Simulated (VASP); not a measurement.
Set up this calculation in VASP 6.6.1, as the native input.

```yaml
Task: relaxation of cell and atoms
Functional: PBE
Potentials_or_basis: VASP PAW PBE potentials, release 64 (Na_pv, I)
Cutoff: 600 eV
k_mesh: 8 × 8 × 8
Occupations: gaussian, width 0.03 eV
Spin: no spin polarisation
Further_INCAR_settings: ALGO = Normal; EDIFF = 1e-07; IBRION = 2; EDIFFG = -0.005; NSW = 90; ISIF = 3
```

The structure of NaI lies in POSCAR:

```
NaI                                     
1.0
    0.0000000000      3.2643894084      3.2643894084
    3.2643894084      0.0000000000      3.2643894084
    3.2643894084      3.2643894084     -0.0000000000
  Na              I             
     1     1
Direct
     0.0000000000000000    0.0000000000000000    0.0000000000000000
     0.5000000000000000    0.5000000000000000    0.5000000000000000
```

The input as run:

INCAR

```
SYSTEM = NaI
ALGO = Normal
EDIFF = 1E-7
EDIFFG = -0.005
ENCUT = 600
GGA = PE
IBRION = 2
ISIF = 3
ISMEAR = 0
LASPH = .TRUE.
LCHARG = .FALSE.
LREAL = .FALSE.
LWAVE = .FALSE.
NELM = 80
NSW = 90
PREC = Accurate
SIGMA = 0.03
```

KPOINTS

```
k-points
0
G
  8 8 8
  0 0 0
```

Potentials or basis: VASP PAW PBE potentials, release 64 (Na_pv, I).

Command:

```console
$ cat potpaw_PBE.64/Na_pv/POTCAR potpaw_PBE.64/I/POTCAR > POTCAR
$ mpirun -np 1 vasp_std > vasp.out
```

Results of the run:

| Item | Value |
| --- | --- |
| Pressure after relaxing | 0.0 GPa |
| Band gap on the k mesh | 3.57 eV, direct |

Caveat: the relaxation stopped at its first step, so nothing moved; spin-orbit coupling is left out, which moves the levels of the heavy elements.

It took 28 s on 1 thread of Intel(R) Xeon(R) Platinum 8259CL CPU @ 2.50GHz (Skylake/Cascade Lake), on a shared host, peak memory 0.24 GiB.
